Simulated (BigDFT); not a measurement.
Runs of BigDFT 1.9.6 on MgTe. The structure is cubic, space group F-43m (No. 216). The conventional cell has a = 6.464 Å, b = 6.464 Å, c = 6.464 Å, α = 90.00°, β = 90.00°, γ = 90.00°. Around Te (site symmetry -43m) lie 4 Mg at 2.80 Å. Mg (site symmetry -43m) is surrounded by 4 Te at 2.80 Å. The cell comes from a database or a generator and needn't be the stable form of this composition.

```csv
task,level,potentials or basis,k mesh,empty orbitals to converge (nvirt),gap on the mesh (eV),pressure (GPa)
single point,LDA,"GTH-PADE (Mg q2, Te q6)",5 × 5 × 4,-,-,(a)
band structure,HCTH120,"GTH-PBE (Mg q2, Te q6)",4 × 4 × 3,-,-,1.5
single point,AM05,"GTH-PBE (Mg q2, Te q6)",4 × 4 × 3,2,(b),1.0
single point,PW91,"GTH-PBE (Mg q2, Te q6)",4 × 4 × 3,2,2.40,1.0
single point,PBEsol,"GTH-PBE (Mg q2, Te q6)",4 × 4 × 3,2,2.24,0.7
```

Alike in all rows: no spin polarisation; cell as given; smearing fixed; grid spacing 0.55 bohr.

Task: Estimate the missing entries.

Result: (a) -1.7; (b) 2.35.

Caveats: the potentials were made for another functional, which shifts forces and pressure (some runs); the bands are folded into the zone of the rectangular supercell, so direct and indirect gaps can't be told apart (some runs); k mesh and grid of the rectangular supercell lack the crystal's full symmetry, which shows in the stress (some runs); spin-orbit coupling is left out, which moves the levels of the heavy elements (some runs); Davidson's empty levels didn't converge: the lowest is mostly good, higher ones can be missed (some runs); an odd mesh through Γ misses points on the zone boundary, where band edges often lie (some runs).

A k mesh can miss the band edges, and the runs leave out spin-orbit coupling on Te.
